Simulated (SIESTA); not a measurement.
The system is Os.

```
Os
1.0
     2.73410    0.00000    0.00000
    -1.36705    2.36780    0.00000
     0.00000    0.00000    4.31970
Os
2
Direct
  0.66667 0.33333 0.75000
  0.33333 0.66667 0.25000
```

Program: SIESTA 5.4.2. Alike in all runs: task band structure; no spin polarisation; cell as given; k mesh 11 × 11 × 6; smearing fermi-dirac 0.05 eV; grid cutoff 800 Ry.

**Question.** Order these runs on this cell by their pressure, lowest first.
A. level PBE; potentials or basis SG15 1.2 (PBE files) or PseudoDojo by element, DZP (energy shift 0.003 Ry; two zetas on semicore shells); energy shift 0.003 Ry
B. level PBE; potentials or basis PseudoDojo 0.4 standard (PBE files), TZDP (energy shift 0.01 Ry); energy shift 0.01 Ry
C. level AM05; potentials or basis PseudoDojo 0.4 standard (PBEsol files), DZP (energy shift 0.003 Ry; two zetas on semicore shells); energy shift 0.003 Ry
D. level vdW-DF-cx; potentials or basis PseudoDojo 0.4 standard (PBE files), DZP (energy shift 0.003 Ry; two zetas on semicore shells); energy shift 0.003 Ry

**Answer.** C (-0.4 GPa), D (4.9 GPa), B (7.9 GPa), A (13.0 GPa).

Caveats: the basis of atomic orbitals isn't converged, which shifts pressures, moduli and gaps; short orbitals over semicore shells can move pressures by several GPa (some runs); the potentials were made for another functional, which shifts forces and pressure (some runs); semicore shells carry a single zeta, which can move pressures by several GPa and volumes by a few percent (some runs).
